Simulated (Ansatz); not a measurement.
Relaxing CsSnI3

Level of theory: DFT PBE, scalar-relativistic, plane waves, PAW in Ansatz.

The start is a database structure of CsSnI3, space group Pm-3m (No. 221).

Input of the last, converged step (default PAW datasets):

```yaml
crystal:
  lattice:
    - [6.2057, 0.0, 0.0]
    - [0.0, 6.2057, 0.0]
    - [0.0, 0.0, 6.2057]
  atoms:
    - { symbol: Cs, position: [0.0, 0.0, 0.0] }
    - { symbol: Sn, position: [0.5, 0.5, 0.5] }
    - { symbol: I, position: [0.0, 0.5, 0.5] }
    - { symbol: I, position: [0.5, 0.0, 0.5] }
    - { symbol: I, position: [0.5, 0.5, 0.0] }
basis:
  ecutwfc: 420
kpoints:
  mp_grid: { grid: [6, 6, 6] }
hamiltonian:
  xc: pbe
scf:
  occupations: { method: gaussian, width: 0.02 }
output:
  forces: true
  stress: true
  eigenvalues: true
relax:
  adjacent_minimum: "off"
  f_tol: 0.01
  max_steps: 80
  cell: { stress_tol: 0.05 }
```

Launched as:

```bash
ansatz run input.yaml --threads 1 --pin off --max-ram 2560MiB --backend cpu --events-out ev --progress --plain --runs-dir out
```

The run took 64 s on 1 thread of Arm Neoverse V1, with other jobs on the host, peak memory 0.56 GiB.

The program printed at the end:

```
SCF converged after 8 iterations
Free energy (F): -34238.482265 eV
Harris-Foulkes:  -34238.482265 eV  (|F-HF|=3.64e-11)
Internal energy: -34238.482265 eV  (E = F + TS)
E sigma→0 (E₀):  -34238.482265 eV
Fermi energy:    5.003513 eV
--- Per-component energies (eV) ---
  E_band       = -1447.851408
  E_kinetic    = 891.453040
  E_local      = -8938.215139  (includes V_loc(G=0)·N_el)
  E_nonlocal   = -275.111600
  E_hartree    = 4550.442822
  E_xc         = -941.017545
  E_vxc        = -607.511934  (∫ρ·V_xc dr)
  E_paw        = -23647.852855  (= ΣΔE_a)
  E_vpaw       = -1619.350995  (= ΣTr[D̂ρ^β])
  E_aug_tail   = -0.000085  (compensation charges beyond the density's cutoff)
  E_ewald      = -5878.180902
  E_smearing   =  0.000000  (= −TS)
  E_closure    = 0.000000  (closes the sum)
  Σ components = -34238.482265   (vs F -34238.482265, Δ=0.00e0)
--- Forces (eV/Å), atoms counted from 1 ---
  atom   1  Cs     0.00000000     0.00000000     0.00000000
  atom   2  Sn     0.00000000     0.00000000     0.00000000
  atom   3  I      0.00000000     0.00000000     0.00000000
  atom   4  I      0.00000000     0.00000000     0.00000000
  atom   5  I      0.00000000     0.00000000     0.00000000
  max |Σ_I F_I| component: 8.60e-29 eV/Å
--- Stress (GPa, compression-positive) ---
        0.019592       0.000000       0.000000
        0.000000       0.019592       0.000000
        0.000000       0.000000       0.019592
  P = ⅓ Tr σ = 0.0196 GPa (0.196 kbar)
--- Relaxed structure (3 steps of the walk, 3 accepted, 1 SCFs on fresh bases) ---
  F+E_penalty+E_count = -34238.48226463 eV   max|allowed force component| = 3.797e-29 eV/Å   (the final SCF, on the basis selected at the relaxed cell)
  cell:  # Å, volume = 248.0484 Å³
    - [6.283170, 0.000000, 0.000000]
    - [0.000000, 6.283170, 0.0]
    - [0.000000, 0.0, 6.283170]
  atoms:
    - { symbol: Cs, position: [0.000000, 0.000000, 0.000000] }
    - { symbol: Sn, position: [0.500000, 0.500000, 0.500000] }
    - { symbol: I, position: [0.000000, 0.500000, 0.500000] }
    - { symbol: I, position: [0.500000, 0.000000, 0.500000] }
    - { symbol: I, position: [0.500000, 0.500000, 0.000000] }
```

Total energies depend on the potentials used, so only differences within one code and one set of settings carry meaning.

The result has space group Pm-3m (No. 221). Cs has 12 I at 4.44 Å; Sn has 6 I at 3.14 Å; around I lie 2 Sn at 3.14 Å.

Against the elements it lies at -0.956 eV/atom. Energies over the elements count from the elements' standard structures at the same level, with no empirical corrections.

Spin–orbit coupling is left out.

Symmetry constrained the relaxation, so the result can be a saddle point.